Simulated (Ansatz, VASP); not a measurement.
## One calculation of InAs, two programs

INCAR

```
SYSTEM = InAs
PREC = Accurate
ENCUT = 520
EDIFF = 1E-6
ISMEAR = 0
SIGMA = 0.15
LREAL = .FALSE.
LASPH = .TRUE.
NELM = 60
ALGO = Normal
ISIF = 2
LWAVE = .FALSE.
LCHARG = .FALSE.
GGA = PS
NBANDS = 16
```

Contents of KPOINTS:

```
Automatic mesh
0
G
  14 14 14
  0 0 0
```

File POSCAR:

```
InAs
1.0
    0.0000000000      3.0240000000      3.1449600000
    3.0240000000      0.0000000000      3.1449600000
    3.0240000000      3.0240000000      0.0000000000
In As
1 1
Direct
    0.0000000000      0.0000000000      0.0000000000
    0.7500000000      0.7500000000      0.7500000000
```

Input for Ansatz:

```yaml
crystal:
  lattice:
    - [0.0, 3.024, 3.14496]
    - [3.024, 0.0, 3.14496]
    - [3.024, 3.024, 0.0]
  atoms:
    - { symbol: In, position: [0.0, 0.0, 0.0] }
    - { symbol: As, position: [0.75, 0.75, 0.75] }
basis:
  ecutwfc: 420
kpoints:
  mp_grid: { grid: [14, 14, 14] }
hamiltonian:
  xc: pbesol
scf:
  occupations: { method: gaussian, width: 0.15 }
output:
  forces: true
  stress: true
  eigenvalues: true
```

Change from the starting cell: strain +0.0400 x Voigt [0, 0, 1, 0, 0, 0], atoms carried along.

Alike in both runs: task single point; functional PBEsol; k mesh 14 × 14 × 14; occupations gaussian, width 0.15 eV; no spin polarisation.

|  | VASP | Ansatz |
| --- | --- | --- |
| version | VASP 6.6.1 | Ansatz 0.2.0 |
| potentials or method | VASP PAW PBE potentials, release 64 (In_d, As) | scalar-relativistic, plane waves, PAW |
| plane-wave cutoff (eV) | 520 | 420 |
| valence electrons in the cell | 18 | 28 |

```csv
,VASP,Ansatz,Ansatz less VASP
gap on the k mesh at the Fermi level (eV),none,none,-
pressure (GPa),-1.0,-1.1,-0.08
largest component of the traceless stress (GPa),0.98,0.98,+0.001
```

A gap of «none» marks a metal or a gap that the smearing closes. The two sets of potentials don't hold the same shells in valence.

Caveats: the PAW data sets were made with another functional, which shifts forces and pressure a little (VASP).
